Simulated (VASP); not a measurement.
# NaCl in VASP: one cell, several levels of theory

The task here is to estimate one member of a computed series from the others.

The runs shown are made with VASP 6.6.1. PAW datasets, plane waves. The values are computed, spin-unpolarised, and not measurements.

### The structure to begin with

The cell comes from an earlier relaxation with r2SCAN in another program.

The symmetry is Fm-3m (No. 225, cubic); conventional cell a = 5.605 Å, 22.02 Å³ an atom. Near Na stand 6 Cl at 2.80 Å; near Cl stand 6 Na at 2.80 Å.

The structure in full:

```xyz
2
Lattice="0.0000 2.8027 2.8027 2.8027 0.0000 2.8027 2.8027 2.8027 0.0000" Properties=species:S:1:pos:R:3 pbc="T T T"
Na    0.0000    0.0000    0.0000
Cl    2.8027    2.8027    2.8027
```

Set-up of the first run:

INCAR

```
ENCUT = 520.000000
SIGMA = 0.020000
EDIFF = 1.00e-07
GGA = PE
PREC = Accurate
IBRION = -1
ISIF = 2
ISMEAR = -1
NBANDS = 14
NELM = 120
NSW = 0
LASPH = .TRUE.
LCHARG = .TRUE.
LELF = .TRUE.
LWAVE = .FALSE.
LREAL = .FALSE.
```

KPOINTS

```
KPOINTS created by Atomic Simulation Environment
0
Gamma
8 8 8
0 0 0
```

KPOINTS_OPT

```
special points
6
Reciprocal
0.0000000000 0.0000000000 0.0000000000 1
0.5000000000 0.0000000000 0.5000000000 1
0.5000000000 0.2500000000 0.7500000000 1
0.3750000000 0.3750000000 0.7500000000 1
0.5000000000 0.5000000000 0.5000000000 1
0.6250000000 0.2500000000 0.6250000000 1
```

POSCAR

```
Na Cl
 1.0000000000000000
    -0.0000000000000000    2.8026988166785491    2.8026988166785491
     2.8026988166785491    0.0000000000000000    2.8026988166785491
     2.8026988166785491    2.8026988166785491    0.0000000000000000
 Na  Cl
   1   1
Cartesian
  0.0000000000000000 -0.0000000000000000  0.0000000000000000
  2.8026988166785491  2.8026988166785491  2.8026988166785491
```

Potentials: the recommended PBE PAW datasets, 14 valence electrons in the neutral cell.

Launch:

```bash
> mpirun -np 1 vasp_std
```

Steps of the session up to this table: Single point with PBE; r2SCAN at this geometry; LDA; PBEsol at this geometry; Dielectric tensor and Born charges, PBE.

One table of the session follows, with a row left open; its other results are not shown here.

| level | gap (eV) | Ansatz: gap (eV) |
| --- | --- | --- |
| PBE | ? | ? |
| r2SCAN | 6.00 | 5.98 |
| LDA | 4.77 | 4.76 |
| PBEsol | 5.00 | 5.00 |

Estimate the missing values for PBE.

As computed: gap (eV): 5.18; Ansatz: gap (eV): 5.18. In the column «gap (eV)» it lies between PBEsol (5.00) and r2SCAN (6.00).

The two programs agree on the gap within 0.03 eV, far less than the spread between functionals. A mean ε∞ of 2.5 means a refractive index near 1.59 below the gap. Ansatz refines its mesh for the response by itself, so the meshes differ. The two codes have different PAW datasets and cutoffs. VASP's cell holds 14 valence electrons and Ansatz's 16. LDA means the Perdew–Zunger form in VASP and the Perdew–Wang form in Ansatz.
